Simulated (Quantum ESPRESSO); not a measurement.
## GaN in Quantum ESPRESSO: convergence with k mesh

Input of the first run (k mesh 2 × 2 × 1); the others differ in this setting and in those tied to it:

pw.in

```
&CONTROL
  calculation = 'scf'
  prefix = 'pwscf'
  outdir = './tmp'
  pseudo_dir = './pseudo'
  tprnfor = .true.
  tstress = .true.
  disk_io = 'nowf'
/
&SYSTEM
  ibrav = 0
  nat = 4
  ntyp = 2
  ecutwfc = 91
  nbnd = 26
  occupations = 'smearing'
  smearing = 'gaussian'
  degauss = 0.00367493
/
&ELECTRONS
  conv_thr = 8d-10
  electron_maxstep = 120
  mixing_beta = 0.5
/
ATOMIC_SPECIES
Ga    69.7230 Ga.upf
N     14.0070 N.upf
CELL_PARAMETERS angstrom
   3.1800000000    0.0000000000    0.0000000000
  -1.5900000000    2.7539607840    0.0000000000
   0.0000000000    0.0000000000    5.1660000000
ATOMIC_POSITIONS crystal
Ga     0.6666666667    0.3333333333    0.5000000000
Ga     0.3333333333    0.6666666667    0.0000000000
N      0.6666666667    0.3333333333    0.8750000000
N      0.3333333333    0.6666666667    0.3750000000
K_POINTS automatic
2 2 1 0 0 0
```

Potentials or basis: Ansatz NC SR PBE.

Launch:

```bash
$ OMP_NUM_THREADS=1 pw.x -in pw.in > pw.out
```

Hardware: 1 thread of Arm Neoverse V2 (shared host).

Question: The values tried are 2 × 2 × 1, 3 × 3 × 2, 4 × 4 × 2, 6 × 6 × 3, 8 × 8 × 4, 9 × 9 × 4, 10 × 10 × 5, 12 × 12 × 6, 14 × 14 × 7, loosest first. From which on does the largest force stay within 0.005 eV/Å of the tightest run that finished?

Answer: From 6 × 6 × 3 on.

```tsv
k mesh	energy less the tightest run, at zero smearing (meV/atom)	pressure (GPa)	largest force (eV/Å)	gap on the mesh (eV)	SCF cycles	CPU time (s)	peak memory (GiB)
2 × 2 × 1	301.26	6.45	0.142	1.888	9	3.3	0.07
3 × 3 × 2	74.63	7.73	0.121	1.952	12	11	0.07
4 × 4 × 2	16.36	7.50	0.132	1.977	12	14	0.08
6 × 6 × 3	1.84	7.56	0.136	1.985	12	24	0.09
8 × 8 × 4	0.14	7.59	0.137	1.986	9	36	0.11
9 × 9 × 4	0.07	7.58	0.137	1.986	12	62	0.13
10 × 10 × 5	0.03	7.60	0.137	1.986	9	50	0.14
12 × 12 × 6	0.01	7.60	0.137	1.986	9	91	0.2
14 × 14 × 7	0.00	7.60	0.137	1.986	9	120	0.23
```

Against the tightest run, the energy stays within 1 meV/atom from 8 × 8 × 4 on; the pressure stays within 0.1 GPa from 6 × 6 × 3 on; the gap on the mesh stays within 0.01 eV from 4 × 4 × 2 on. Meshes of other sizes hit other points, so gaps and Fermi surfaces needn't settle smoothly. The tightest run that finished is the yardstick and may itself not be fully converged.

Caveat, for the tightest run too: an odd mesh through Γ misses points on the zone boundary, where band edges often lie.
